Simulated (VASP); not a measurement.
## Br: single point with PBE

Br:

```xyz
1
Lattice="-1.4235 1.4235 3.5775 1.4235 -1.4235 3.5775 1.4235 1.4235 -3.5775" Properties=species:S:1:pos:R:3 pbc="T T T"
Br    0.0000    0.0000    0.0000
```

```
Program             : VASP 6.6.1
Task                : single point
Functional          : PBE
Potentials or basis : VASP PAW PBE potentials, release 64 (Br)
Cutoff              : 520 eV
k mesh              : 13 × 13 × 13
Occupations         : gaussian, width 0.05 eV
Spin                : no spin polarisation
```

- Pressure: 1.4 GPa
- Band gap on the k mesh: none (metal or under the smearing width)

Stress tensor (GPa, compression positive):
```
1.24 0.00 0.00
0.00 1.24 0.00
0.00 0.00 1.69
```

Levels at points of the mesh, in eV from the Fermi level:
| k point | band 1 | band 2 | band 3 | band 4 | band 5 | band 6 | band 7 | band 8 |
| --- | --- | --- | --- | --- | --- | --- | --- | --- |
| (0.00, 0.00, 0.00) | -16.30 | -2.33 | 0.92 | 0.92 | 5.41 | 9.80 | 10.29 | 15.86 |

Run time: 48 s on 1 thread of Intel(R) Xeon(R) Platinum 8488C (Sapphire Rapids), with other jobs on the host, peak memory 0.2 GiB.

Caveat: an odd number of electrons without spin polarisation forces a metal; a magnetic or distorted state may lie lower.
